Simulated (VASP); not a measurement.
# C (Pm-3m) in VASP: notebook

The runs below take C through relaxation of cell and atoms, with rev-vdW-DF2, LDA.

Program: VASP 6.6.1. These are calculated values, not measurements. Logs are shortened: lines on timing, memory, paths and dates and some standing lists are left out, and cuts for length are marked.

## 1. The structure

It takes space group Pm-3m (No. 221, cubic). The conventional cell has a = 2.620 Å, b = 2.620 Å, c = 2.620 Å, α = 90.00°, β = 90.00°, γ = 90.00°. Around C (site symmetry 4/mmm) lie 8 C at 1.85 Å.

The cell was built by a generator and needn't be a form met in nature.

## 2. Relaxation of cell and atoms, rev-vdW-DF2

Contents of INCAR:

```
  PREC = Accurate
  ENCUT = 600
  EDIFF = 1E-6
  ISMEAR = -1
  SIGMA = 0.05
  LREAL = False
  LASPH = True
  NELM = 80
  ALGO = Normal
  ISIF = 3
  LWAVE = False
  LCHARG = False
  GGA = MK
  LUSE_VDW = True
  AGGAC = 0.0
  PARAM1 = 0.1234
  PARAM2 = 0.711357
  ZAB_VDW = -1.8867
  IBRION = 2
  NSW = 60
  EDIFFG = -0.01
```

Contents of KPOINTS:

```
regular mesh
0
Gamma
  10 10 10
```

Contents of POSCAR:

```
C
1.0
    2.6197200000      0.0000000000      0.0000000000
    0.0000000000      2.6197200000      0.0000000000
    0.0000000000      0.0000000000      2.6197200000
C
3
Direct
    0.0000000000      0.5000000000      0.5000000000
    0.5000000000      0.0000000000      0.5000000000
    0.5000000000      0.5000000000      0.0000000000
```

Potentials or basis: VASP PAW PBE potentials, release 64 (C).

Run with:

```bash
$ cat potpaw_PBE.64/C/POTCAR > POTCAR
$ mpirun -np 1 vasp_std > vasp.out
```

OUTCAR:

```text
PREC = Accurate
   ENCUT = 600
   EDIFF = 1E-6
   ISMEAR = -1
   LREAL = False
   LASPH = True
   NELM = 80
   ISIF = 3
   GGA = MK
   IBRION = 2
   NSW = 60
   EDIFFG = -0.01

 ion  position               nearest neighbor table
   1  0.000  0.500  0.500-   2 1.85   3 1.85   3 1.85   2 1.85   2 1.85   3 1.85   3 1.85   2 1.85

   2  0.500  0.000  0.500-   1 1.85   3 1.85   3 1.85   1 1.85   3 1.85   3 1.85   1 1.85   1 1.85

   3  0.500  0.500  0.000-   1 1.85   2 1.85   1 1.85   2 1.85   2 1.85   2 1.85   1 1.85   1 1.85

  LATTYP: Found a simple cubic cell.
 ALAT       =     2.6197200000

  Lattice vectors:

 A1 = (   2.6197200000,   0.0000000000,   0.0000000000)
 A2 = (   0.0000000000,   2.6197200000,   0.0000000000)
 A3 = (   0.0000000000,   0.0000000000,   2.6197200000)

Analysis of symmetry for initial positions (statically):
=====================================================================
 Subroutine PRICEL returns:
 Original cell was already a primitive cell.

 Routine SETGRP: Setting up the symmetry group for a
 simple cubic supercell.

 Subroutine GETGRP returns: Found 48 space group operations
 (whereof 48 operations were pure point group operations)
 out of a pool of 48 trial point group operations.

The static configuration has the point symmetry O_h .

Analysis of symmetry for dynamics (positions and initial velocities):
=====================================================================
 Subroutine PRICEL returns:
 Original cell was already a primitive cell.

 Routine SETGRP: Setting up the symmetry group for a
 simple cubic supercell.

 Subroutine GETGRP returns: Found 48 space group operations
 (whereof 48 operations were pure point group operations)
 out of a pool of 48 trial point group operations.

The dynamic configuration has the point symmetry O_h .

 Subroutine INISYM returns: Found 48 space group operations
 (whereof 48 operations are pure point group operations),
 and found     1 'primitive' translations

----------------------------------------------------------------------------------------

                                     Primitive cell

  volume of cell :      17.9790

  direct lattice vectors                    reciprocal lattice vectors
     2.619720000  0.000000000  0.000000000     0.381720184  0.000000000  0.000000000
     0.000000000  2.619720000  0.000000000     0.000000000  0.381720184  0.000000000
     0.000000000  0.000000000  2.619720000     0.000000000  0.000000000  0.381720184

  length of vectors
     2.619720000  2.619720000  2.619720000     0.381720184  0.381720184  0.381720184

  position of ions in fractional coordinates (direct lattice)
     0.000000000  0.500000000  0.500000000
     0.500000000  0.000000000  0.500000000
     0.500000000  0.500000000  0.000000000

  ion indices of the primitive-cell ions
   primitive index   ion index
                 1           1
                 2           2
                 3           3

----------------------------------------------------------------------------------------

 KPOINTS: regular mesh

Automatic generation of k-mesh.
 Grid dimensions read from file:
 generate k-points for:   10   10   10

 Generating k-lattice:

  Cartesian coordinates                     Fractional coordinates (reciprocal lattice)
     0.038172018  0.000000000  0.000000000     0.100000000  0.000000000  0.000000000
     0.000000000  0.038172018  0.000000000     0.000000000  0.100000000  0.000000000
     0.000000000  0.000000000  0.038172018     0.000000000  0.000000000  0.100000000

  Length of vectors
     0.038172018  0.038172018  0.038172018
[... 69 lines left out ...]
   ISMEAR =    -1;   SIGMA  =   0.05  broadening in eV -4-tet -1-fermi 0-gaus
   EFERMI_NEDOS =   21; number of points for ismear=-14 and -15
   IALGO  =     38    algorithm
   IMIX   =      4    mixing-type and parameters
     AMIX     =   0.40;   BMIX     =  1.00
     AMIX_MAG =   1.60;   BMIX_MAG =  1.00
  volume/ion in A,a.u.               =       5.99        40.44
  Fermi-wavevector in a.u.,A,eV,Ry     =   1.430695  2.703621 27.849602  2.046888
  Thomas-Fermi vector in A             =   2.550512
   LORBIT       =      0    0 simple, 1 ext, 2 COOP (PROOUT), +10 PAW based schemes
   GGA     = MK    functional components
   LHFCALC =     F    Hartree Fock is set to
   AEXX    =    0.0000 exact exchange contribution
   IVDW_NL    =     1    kernel type
   BPARAM     = 6.3000
   IVDW    =     0    specifies the selected vdW correction
   LEPSILON=     F    determine dielectric tensor
   LRPA    =     F    only Hartree local field effects (RPA)
 conjugate gradient relaxation of ions
 non-spin polarized calculation
  energy-cutoff  :      600.00
  volume of cell :       17.98
 maximum number of plane-waves:       624
 NGX is ok and might be reduce to    24
   NGX = 11   NGY = 11   NGZ = 11

--------------------------------------- Ionic step        1  -------------------------------------------

 number of electron      11.9999999 magnetization

 Free energy of the ion-electron system (eV)
  ---------------------------------------------------
  ext. energy  EPLUGINS =         0.00000000
  ---------------------------------------------------
  free energy    TOTEN  =       -14.13060482 eV

  energy without entropy =      -14.11966030  energy(sigma->0) =      -14.12513256

------------------------ aborting loop because EDIFF is reached ----------------------------------------

  FORCE on cell =-STRESS in cart. coord.  units (eV):
  Direction    XX          YY          ZZ          XY          YZ          ZX
  --------------------------------------------------------------------------------------
  -------------------------------------------------------------------------------------
  Total        0.4548098      0.4548098      0.4548098      0.0000000      0.0000000     -0.0000000
  in kB       40.5299239     40.5299239     40.5299239      0.0000000      0.0000000     -0.0000000
  external PRESSURE =      40.5299239 kB  Pullay stress =       0.0000000 kB

 VOLUME and BASIS-vectors are now :
 -----------------------------------------------------------------------------
  energy-cutoff  :      600.00
  volume of cell :       17.98
      direct lattice vectors                 reciprocal lattice vectors
     2.619720000  0.000000000  0.000000000     0.381720184  0.000000000  0.000000000
     0.000000000  2.619720000  0.000000000     0.000000000  0.381720184  0.000000000
     0.000000000  0.000000000  2.619720000     0.000000000  0.000000000  0.381720184

 POSITION                                       TOTAL-FORCE (eV/Angst)
 -----------------------------------------------------------------------------------
      0.00000      1.30986      1.30986         0.000000      0.000000      0.000000
      1.30986      0.00000      1.30986         0.000000      0.000000      0.000000
      1.30986      1.30986      0.00000         0.000000      0.000000      0.000000
 -----------------------------------------------------------------------------------
    total drift:                                0.000000     -0.000000     -0.000000

  FREE ENERGIE OF THE ION-ELECTRON SYSTEM (eV)
  ---------------------------------------------------
  free  energy   TOTEN  =       -14.1306048155 eV

  energy  without entropy=      -14.1196603018  energy(sigma->0) =      -14.12513256

Total vdW correction in eV:      0.7550696

--------------------------------------- Ionic step        2  -------------------------------------------

 number of electron      11.9999999 magnetization

 Free energy of the ion-electron system (eV)
  ---------------------------------------------------
  ext. energy  EPLUGINS =         0.00000000
  ---------------------------------------------------
  free energy    TOTEN  =       -14.13593974 eV

  energy without entropy =      -14.12753639  energy(sigma->0) =      -14.13173807

 E-fermi :  10.4090     XC(G=0): -13.2509

 val. band max:       10.3650069099   @ k =   0.3000   0.1000   0.0000
 cond. band min:      10.4545699060   @ k =   0.4000   0.0000   0.0000
 fundamental gap:      0.0895629961
 Fermi energy:        10.4090469033

 k-point     1 :       0.0000    0.0000    0.0000
  band No.  band energies     occupation
      1     -11.8583      2.00000
      2       2.7300      2.00000
      3       2.7300      2.00000
      4       2.7300      2.00000
      5       7.5201      2.00000
      6       7.5201      2.00000
      7      14.6557      0.00000
      8      14.6557      0.00000
      9      14.6557      0.00000
     10      16.3338      0.00000
[... 287 lines left out ...]
 k-point    24 :       0.3000    0.1000    0.1000
  band No.  band energies     occupation
      1     -10.0584      2.00000
      2      -2.7339      2.00000
      3       2.9494      2.00000
      4       3.1194      2.00000
      5       9.4325      2.00000
      6      10.5271      0.17250
      7      10.9552      0.00004
      8      12.6047      0.00000
      9      14.6434      0.00000
     10      16.0673      0.00000

 [... further k-points ...]

------------------------ aborting loop because EDIFF is reached ----------------------------------------

  FORCE on cell =-STRESS in cart. coord.  units (eV):
  Direction    XX          YY          ZZ          XY          YZ          ZX
  --------------------------------------------------------------------------------------
  -------------------------------------------------------------------------------------
  Total        0.0208806      0.0208806      0.0208806     -0.0000000     -0.0000000      0.0000000
  in kB        1.8205200      1.8205200      1.8205200     -0.0000000     -0.0000000      0.0000000
  external PRESSURE =       1.8205200 kB  Pullay stress =       0.0000000 kB

 VOLUME and BASIS-vectors are now :
 -----------------------------------------------------------------------------
  energy-cutoff  :      600.00
  volume of cell :       18.38
      direct lattice vectors                 reciprocal lattice vectors
     2.638879962  0.000000000 -0.000000000     0.378948650  0.000000000  0.000000000
     0.000000000  2.638879962  0.000000000    -0.000000000  0.378948650 -0.000000000
    -0.000000000  0.000000000  2.638879962     0.000000000  0.000000000  0.378948650

 POSITION                                       TOTAL-FORCE (eV/Angst)
 -----------------------------------------------------------------------------------
     -0.00000      1.31944      1.31944        -0.000000      0.000000      0.000000
      1.31944      0.00000      1.31944         0.000000     -0.000000      0.000000
      1.31944      1.31944     -0.00000         0.000000     -0.000000      0.000000
 -----------------------------------------------------------------------------------
    total drift:                                0.000000     -0.000000     -0.000000

  FREE ENERGIE OF THE ION-ELECTRON SYSTEM (eV)
  ---------------------------------------------------
  free  energy   TOTEN  =       -14.1359397449 eV

  energy  without entropy=      -14.1275363946  energy(sigma->0) =      -14.13173807

Total vdW correction in eV:      0.7695113

 reached required accuracy - stopping structural energy minimisation
```

Run time: 36 s. Hardware: 1 thread of Intel Xeon Platinum 8259CL at 2.50GHz (Skylake/Cascade Lake), shared host; peak memory 0.26 GiB.

What came out:

```
Free energy                            : -14.1359 eV
Relaxed volume                         : 6.13 Å³/atom
Relaxed cell                           : a = 2.639 Å, b = 2.639 Å, c = 2.639 Å, α = 90.00°, β = 90.00°, γ = 90.00°
Space group after relaxing (to 0.05 Å) : Pm-3m (No. 221)
Energy gained by relaxing              : 1.8 meV/atom
Ionic steps                            : 2
Pressure after relaxing                : 0.2 GPa
Band gap on the k mesh                 : none (metal or under the smearing width)
```

The path:
```
step  energy change (eV)  largest force (eV/Å)  pressure (GPa)  volume (Å³)
   1              0.0000                0.0000            4.05        17.98
   2             -0.0053                0.0000            0.18        18.38
```

Final structure:
```
C
1.0
     2.63888    0.00000    0.00000
     0.00000    2.63888    0.00000
     0.00000    0.00000    2.63888
C
3
Direct
  0.00000 0.50000 0.50000
  0.50000 0.00000 0.50000
  0.50000 0.50000 0.00000
```

Levels at points of the mesh, in eV from the Fermi level:
```
           k point  band 3  band 4  band 5  band 6  band 7  band 8  band 9  band 10
(0.00, 0.00, 0.00)   -7.68   -7.68   -2.89   -2.89    4.25    4.25    4.25     5.92
(0.50, 0.00, 0.00)   -4.99   -4.99   -0.63   -0.63   -0.46    0.16    2.35     5.89
(0.50, 0.50, 0.00)  -13.39  -10.17   -1.10    0.21    0.21    2.21    4.44     4.44
(0.50, 0.50, 0.50)   -9.60   -9.60   -8.86   -8.86   -8.86    4.78    9.99     9.99
```

Caveat: the PAW data sets were made with another functional, which shifts forces and pressure a little.

## 3. Relaxation of cell and atoms, LDA

Contents of INCAR:

```
SYSTEM = C
ALGO = Normal
AMIX = 0.2
AMIX_MAG = 0.8
BMIX = 1E-4
BMIX_MAG = 1E-4
EDIFF = 1E-6
EDIFFG = -0.01
ENCUT = 600
GGA = CA
IBRION = 1
ISIF = 3
ISMEAR = -1
LASPH = .TRUE.
LCHARG = .FALSE.
LREAL = .FALSE.
LWAVE = .FALSE.
NELM = 80
NSW = 60
POTIM = 0.2
PREC = Accurate
SIGMA = 0.05
```

Contents of KPOINTS:

```
k-points
0
G
  10 10 10
  0 0 0
```

POSCAR is that of step 2.

Potentials or basis: VASP PAW LDA potentials, release 64 (C).

Run with:

```bash
$ cat potpaw_LDA.64/C/POTCAR > POTCAR
$ mpirun -np 1 vasp_std > vasp.out
```

It took 20 s on 1 thread of Intel Xeon Platinum 8259CL at 2.50GHz (Skylake/Cascade Lake), shared host; peak memory 0.12 GiB.

The run converged. Its results:

```yaml
Free_energy: -19.7601 eV
Relaxed_volume: 5.61 Å³/atom
Relaxed_cell: a = 2.563 Å, b = 2.563 Å, c = 2.563 Å, α = 90.00°, β = 90.00°, γ = 90.00°
Space_group_after_relaxing_to_0.05_Å: Pm-3m (No. 221)
Energy_gained_by_relaxing: 19.9 meV/atom
Ionic_steps: 5
Pressure_after_relaxing: 0.0 GPa
Band_gap_on_the_k_mesh: none (metal or under the smearing width)
```

Step by step:
```
step  energy change (eV)  largest force (eV/Å)  pressure (GPa)  volume (Å³)
   1              0.0000                0.0000          -13.35        17.98
   2             -0.0388                0.0000          -10.02        17.46
   3             -0.0323                0.0000           13.88        16.17
   4             -0.0597                0.0000           -0.88        16.88
   5             -0.0598                0.0000           -0.04        16.84
```

Final structure:
```yaml
crystal:
  lattice:
    - [2.56302, 0.00000, 0.00000]
    - [0.00000, 2.56302, 0.00000]
    - [0.00000, 0.00000, 2.56302]
  atoms:
    - { symbol: C, position: [0.00000, 0.50000, 0.50000] }
    - { symbol: C, position: [0.50000, 0.00000, 0.50000] }
    - { symbol: C, position: [0.50000, 0.50000, 0.00000] }
```

Levels at points of the mesh, in eV from the Fermi level:
```tsv
k point	band 4	band 5	band 6	band 7	band 8	band 9
(0.00, 0.00, 0.00)	-8.55	-2.46	-2.46	4.45	4.45	4.45
(0.50, 0.00, 0.00)	-5.65	-0.98	-0.98	-0.17	0.54	2.15
(0.50, 0.50, 0.00)	-11.35	-1.51	-0.02	-0.02	2.80	4.97
(0.50, 0.50, 0.50)	-9.88	-9.77	-9.77	-9.77	3.96	10.64
```

## 4. For comparison

An earlier run on the cell as given: functional PBE; potentials or basis VASP PAW PBE potentials, release 64 (C); cutoff 520 eV; k mesh 10 × 10 × 10; occupations fermi-dirac, width 0.05 eV; no spin polarisation.

* Pressure: 3.0 GPa
* Band gap on the k mesh: none (metal or under the smearing width)

## 5. Summary

| task | level | potentials or basis | cell | cutoff (eV) | other keys | gap on the mesh (eV) | pressure (GPa) | relaxed volume (Å³/atom) |
| --- | --- | --- | --- | --- | --- | --- | --- | --- |
| relaxation of cell and atoms | rev-vdW-DF2 | VASP PAW PBE potentials, release 64 (C) | relaxed | 600 | - | none | 0.2 | 6.13 |
| relaxation of cell and atoms | LDA | VASP PAW LDA potentials, release 64 (C) | relaxed | 600 | AMIX = 0.2; BMIX = 0.0001; AMIX_MAG = 0.8; BMIX_MAG = 0.0001; … | none | 0.0 | 5.61 |
| single point | PBE | VASP PAW PBE potentials, release 64 (C) | as given | 520 | - | none | 3.0 | - |

Alike in all rows: no spin polarisation; k mesh 10 × 10 × 10; smearing fermi-dirac 0.05 eV.

Caveats: the PAW data sets were made with another functional, which shifts forces and pressure a little (some runs).

Total energies depend on the potentials used, so only differences within one code and one set of settings carry meaning.
